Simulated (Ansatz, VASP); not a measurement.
## Cross-check of KZnF3 between VASP and Ansatz

Aim: how closely do two programs agree when they are given the same cell, functional and k mesh? The cell is taken from a series of VASP runs on this material, whose earlier steps may have relaxed, scaled or displaced it; both programs get it as it stands.

Calculated with Ansatz 0.2.0; plane waves, with VASP 6.6.1 beside it; relaxation of cell and atoms at LDA and relaxation of cell and atoms at r2SCAN.

**1. Set-up**

Symmetry: Pm-3m, No. 221, cubic system. The conventional cell has a = 3.981 Å, b = 3.981 Å, c = 3.981 Å, α = 90.00°, β = 90.00°, γ = 90.00°. Zn has 6 F at 1.99 Å nearest. Nearest to K lie 12 F at 2.82 Å. F has 2 Zn at 1.99 Å and 4 K at 2.82 Å nearest. Farther neighbours and most contacts between anions are not listed.

**2. Ansatz: relaxation of cell and atoms, LDA**

Ansatz runs on its default PAW (the set named soft_2) files.

The relaxed volume is the usual yardstick between codes: its relative difference is about their pressure difference at one cell divided by the bulk modulus.

File input.yaml:

```yaml
crystal:
  lattice:
    - [3.981465795, 0.0, 0.0]
    - [0.0, 3.981465795, 0.0]
    - [0.0, 0.0, 3.981465795]
  atoms:
    - { symbol: Zn, position: [0.5, 0.5, 0.5] }
    - { symbol: K, position: [0.0, 0.0, 0.0] }
    - { symbol: F, position: [0.5, 0.0, 0.5] }
    - { symbol: F, position: [0.0, 0.5, 0.5] }
    - { symbol: F, position: [0.5, 0.5, 0.0] }
hamiltonian:
  xc: lda
  pseudopotentials: { kind: paw }
kpoints:
  mp_grid: { grid: [6, 6, 6] }
scf:
  occupations: { method: gaussian, width: 0.03 }
relax:
  f_tol: 0.01
  max_steps: 60
  cell: { stress_tol: 0.05 }
output:
  forces: true
  stress: true
  write_density: true
  write_potential: true
  elf: true
  volumetric_format: npy
```

Command:

```sh
ansatz run input.yaml --threads 4 --pin off --max-ram 9216MiB --backend cpu --events-out ev --progress --plain --runs-dir out
```

Numbers of over 12 decimals in the logs are rounded to 6 here.

Output:

```text
Engine: ansatz 0.2.0, aarch64-unknown-linux-gnu
Pseudopotentials: kind: paw
Pseudopotential: Zn, paw, valence charge 12, recommended cutoff 420 eV (normal), Zn.paw.azcp
Pseudopotential: K, paw, valence charge 9, recommended cutoff 420 eV (normal), K.paw.azcp
Pseudopotential: F, paw, valence charge 7, recommended cutoff 420 eV (normal), F.paw.azcp
Functional definition: SPW92
  exchange = slater_x
  correlation = pw_c
Crystal: 5 atoms, lattice volume = 63.114 Å³
Basis set: ecut = 420 eV, 1237 PW (Γ)
Bands: 26, of which v1, the nominal top of the filled ones, is band 21 counted from 1 (20 counted from 0)
Symmetry: 48 space group operations
Space group: Pm-3m (ITA 221), of the structure as read, at distance tolerance 4.0e-5 Å
k-points: 20 of 216
Non-local potential: Zn, projectors of the file, l = 0: 2, l = 1: 2, l = 2: 3, l = 3: 1
Non-local potential: K, projectors of the file, l = 0: 3, l = 1: 2, l = 2: 2
Non-local potential: F, projectors of the file, l = 0: 2, l = 1: 2, l = 2: 1
PAW form: soft (Blöchl's): semilocal exchange-correlation on the pseudo side does not see the compensation charge
PAW frozen core: Zn, regenerated for the run's functional, and the local potential with it (the file was generated under x = pbe(κ = 0.804, μ = 0.219515), c = pbe(β = 0.066725))
PAW frozen core: K, regenerated for the run's functional, and the local potential with it (the file was generated under x = pbe(κ = 0.804, μ = 0.219515), c = pbe(β = 0.066725))
PAW frozen core: F, regenerated for the run's functional, and the local potential with it (the file was generated under x = pbe(κ = 0.804, μ = 0.219515), c = pbe(β = 0.066725))
PAW one-centre angular grid: Zn, 590 points (default); XC on 64 Gauss nodes
PAW one-centre angular grid: K, 110 points (default); XC on 64 Gauss nodes
PAW one-centre angular grid: F, 110 points (default); XC on 64 Gauss nodes
Initial density: superposition of atomic densities (neutral atoms: chi_scale 0, normalization atom), corrected by the library's trained network
Initial wavefunctions: pseudopotential atomic-orbital guess
Functional: x = slater, c = lda
SCF iter   1: F=—  HF=-7128.492858 eV  |F-HF|=—  |Δ(HF+E_count)|=         —  Δρ=2.12e-2  dr2=1.94e-1  ethr=1.77e-3  ⟨swp⟩=6.1  Hψ=2558  notcnv=0
preconditioner: auto → Resta (q_TF=auto, 2.549 Å⁻¹)  ε∞=4.1  [insulator: Δε(μ)=3.569 eV  Ē_g=17.100 eV  σ=0.030 eV  W_gap=1.00  n_scr=18 (ndim 8)  ℏωp=30.3 eV  f_vac=0.044  D(μ)=0.00/eV (n_scr^D=0)  ε∞_Penn≈4.1]
SCF iter   2: F=—  HF=-7128.435308 eV  |F-HF|=—  |Δ(HF+E_count)|=   5.75e-2  Δρ=5.15e-3  dr2=5.94e-3  ethr=4.63e-4  ⟨swp⟩=2.0  Hψ=1086  notcnv=0  defer=18
SCF iter   3: F=—  HF=-7128.433861 eV  |F-HF|=—  |Δ(HF+E_count)|=   1.45e-3  Δρ=2.45e-3  dr2=2.08e-3  ethr=1.41e-5  ⟨swp⟩=3.0  Hψ=930  notcnv=0  defer=20
SCF iter   4: F=—  HF=-7128.433309 eV  |F-HF|=—  |Δ(HF+E_count)|=   5.53e-4  Δρ=2.60e-4  dr2=3.40e-5  ethr=4.96e-6  ⟨swp⟩=2.4  Hψ=682  notcnv=0  defer=20
SCF iter   5: F=—  HF=-7128.433320 eV  |F-HF|=—  |Δ(HF+E_count)|=   1.18e-5  Δρ=2.30e-4  dr2=1.68e-5  ethr=8.10e-8  ⟨swp⟩=2.0  Hψ=774  notcnv=0  defer=20
SCF iter   6: F=—  HF=-7128.433315 eV  |F-HF|=—  |Δ(HF+E_count)|=   5.72e-6  Δρ=8.90e-5  dr2=2.97e-6  ethr=4.01e-8  ⟨swp⟩=2.0  Hψ=759  notcnv=0  defer=20
SCF iter   7: F=—  HF=-7128.433314 eV  |F-HF|=—  |Δ(HF+E_count)|=   5.90e-7  Δρ=1.90e-5  dr2=1.84e-7  ethr=7.08e-9  ⟨swp⟩=2.0  Hψ=761  notcnv=0  defer=20
SCF iter   8: F=-7128.433314 eV  HF=-7128.433314 eV  |F-HF|=3.78e-9  |Δ(HF+E_count)|=   5.09e-8  Δρ=2.94e-6  dr2=6.59e-9  ethr=2.38e-10  ⟨swp⟩=7.5  Hψ=3035  notcnv=0
SCF 1 converged in 8 iterations: F = -7128.433314 eV  dr2 = 6.59e-9
  greatest PAW one-centre occupation: 0.995 electrons in one spin orbital (limit 2), on the Zn atom at site 0 (counted from 0), in its partial waves of l = 2
relax step   1: F+E_penalty+E_count = -7128.43331406 eV  Δ(F+E_penalty+E_count) = +0.000e0 eV  max|allowed force component| = 1.119e-28 eV/Å  Δτ_max = 0.0000 Å  P = -0.590 GPa  Ω = 63.114 Å³  (8 SCF iters, dr2 threshold 1.00e-7 eV, accepted)
[...]
relax step   2: F+E_penalty+E_count = -7128.43508203 eV  Δ(F+E_penalty+E_count) = -1.768e-3 eV  max|allowed force component| = 4.339e-30 eV/Å  Δτ_max = 0.0000 Å  P = -0.232 GPa  Ω = 62.895 Å³  energy of the carried Pulay correction = +1.206e-3 eV  (4 SCF iters, dr2 threshold 5.00e-7 eV, accepted)
[...]
relax step   3: F+E_penalty+E_count = -7128.43596058 eV  Δ(F+E_penalty+E_count) = -8.785e-4 eV  max|allowed force component| = 5.995e-30 eV/Å  Δτ_max = 0.0000 Å  P = +0.002 GPa  Ω = 62.755 Å³  energy of the carried Pulay correction = +1.984e-3 eV  (4 SCF iters, dr2 threshold 1.34e-7 eV, accepted)
[...]
relax step   4: F+E_penalty+E_count = -7128.43395214 eV  Δ(F+E_penalty+E_count) = +2.008e-3 eV  max|allowed force component| = 5.759e-30 eV/Å  Δτ_max = 0.0000 Å  P = -0.056 GPa  Ω = 62.755 Å³  stress off target by 5.57e-2 GPa  SCF on the basis re-selected at this cell (its energy is not comparable with the rows above)  (6 SCF iters)
[...]
relax step   5: F+E_penalty+E_count = -7128.43414259 eV  Δ(F+E_penalty+E_count) = -1.905e-4 eV  max|allowed force component| = 4.523e-30 eV/Å  Δτ_max = 0.0000 Å  P = -0.002 GPa  Ω = 62.721 Å³  energy of the carried Pulay correction = +1.844e-4 eV  (4 SCF iters, dr2 threshold 7.76e-9 eV, accepted)
[...]
relax step   6: F+E_penalty+E_count = -7128.43390357 eV  Δ(F+E_penalty+E_count) = +2.390e-4 eV  max|allowed force component| = 2.419e-30 eV/Å  Δτ_max = 0.0000 Å  P = -0.005 GPa  Ω = 62.721 Å³  stress off target by 5.18e-3 GPa  SCF on the basis re-selected at this cell (its energy is not comparable with the rows above)  (5 SCF iters)
basis re-selected at this cell: Δ(F+E_penalty+E_count) = +2.390e-4 eV, ΔP = -0.003 GPa vs the last step (what re-selecting the basis moved, of the pressure what is left beyond the Pulay correction that the steps carried, after the strain that the cell walked since its last selection, with what the two solves' SCF thresholds leave and, on support functions, any second-order correction that the steps lacked; it is no m [...]
SCF converged after 5 iterations
Free energy (F): -7128.433904 eV
Harris-Foulkes:  -7128.433904 eV  (|F-HF|=2.27e-11)
Internal energy: -7128.433904 eV  (E = F + TS)
E sigma→0 (E₀):  -7128.433904 eV
Fermi energy:    6.533631 eV
--- Per-component energies (eV) ---
  E_band       = -139.613195
  E_kinetic    = 1003.028175
  E_local      = -3967.064725  (includes V_loc(G=0)·N_el)
  E_nonlocal   = 870.151721
  E_hartree    = 1559.306764
  E_xc         = -501.871177
  E_vxc        = -519.418470  (∫ρ·V_xc dr)
  E_paw        = -3070.650800  (= ΣΔE_a)
  E_vpaw       = -644.929020  (= ΣTr[D̂ρ^β])
  E_aug_tail   = 0.005728  (compensation charges beyond the density's cutoff)
  E_ewald      = -3023.493987
  E_core_change = 2.154396  (= ΣΔE_core)
  E_smearing   = -0.000000  (= −TS)
  E_closure    = -0.000000  (closes the sum)
  Σ components = -7128.433904   (vs F -7128.433904, Δ=0.00e0)
--- Forces (eV/Å), atoms counted from 1 ---
  atom   1  Zn     0.00000000     0.00000000    -0.00000000
  atom   2  K      0.00000000     0.00000000     0.00000000
  atom   3  F      0.00000000    -0.00000000     0.00000000
  atom   4  F     -0.00000000     0.00000000    -0.00000000
  atom   5  F     -0.00000000     0.00000000    -0.00000000
  max |Σ_I F_I| component: 5.52e-30 eV/Å
--- Stress (GPa, compression-positive) ---
       -0.005181      -0.000000       0.000000
       -0.000000      -0.005181      -0.000000
        0.000000      -0.000000      -0.005181
  P = ⅓ Tr σ = -0.0052 GPa (-0.052 kbar)
--- Band table (eV; the first three rows and the last of 20) ---
  k-point 0: bands = [... 17 lower, 2.2555, 2.5112, 2.5112, 2.5112, 8.4301, 12.8966, 12.8966, 13.8712, ... 1 higher]
  k-point 1: bands = [... 17 lower, 2.3042, 2.5435, 2.5435, 2.5722, 8.9927, 13.1456, 13.1519, 14.1583, ... 1 higher]
  k-point 2: bands = [... 17 lower, 2.3102, 2.6664, 2.6664, 2.8375, 10.3273, 13.2273, 13.6716, 15.2363, ... 1 higher]
  k-point 19: bands = [... 17 lower, 2.9048, 2.9048, 4.6370, 4.6370, 12.8169, 12.8169, 12.8169, 15.1628, ... 1 higher]
--- Relaxed structure (4 steps of the walk, 4 accepted, 2 SCFs on fresh bases) ---
  F+E_penalty+E_count = -7128.43390357 eV   max|allowed force component| = 2.419e-30 eV/Å   (the final SCF, on the basis selected at the relaxed cell)
  cell:  # Å, volume = 62.7212 Å³
    - [3.973179, 0, 0]
    - [0, 3.973179, 0]
    - [0, 0, 3.973179]
  atoms:
    - { symbol: Zn, position: [0.5, 0.5, 0.5] }
    - { symbol: K, position: [0, 0, 0] }
    - { symbol: F, position: [0.5, 0, 0.5] }
    - { symbol: F, position: [0, 0.5, 0.5] }
    - { symbol: F, position: [0.5, 0.5, 0] }
```

The job ended after 6.4 s (4 threads of Arm Neoverse N1, shared host; peak memory 0.36 GiB).

[end of part 1 of 2]

[Lines on the potential files, build, host, timing and source positions are cut from VASP's logs without a mark.]

[Logs are printed without paths, hosts, clocks, repeated set-up lines and the standing remarks that a program may print on its own settings, such as how far it seeks lower states.]

[Hosts, paths, dates, database ids (printed as entryN), source tags and the programs' standing remarks are cut or masked in the printed files.]
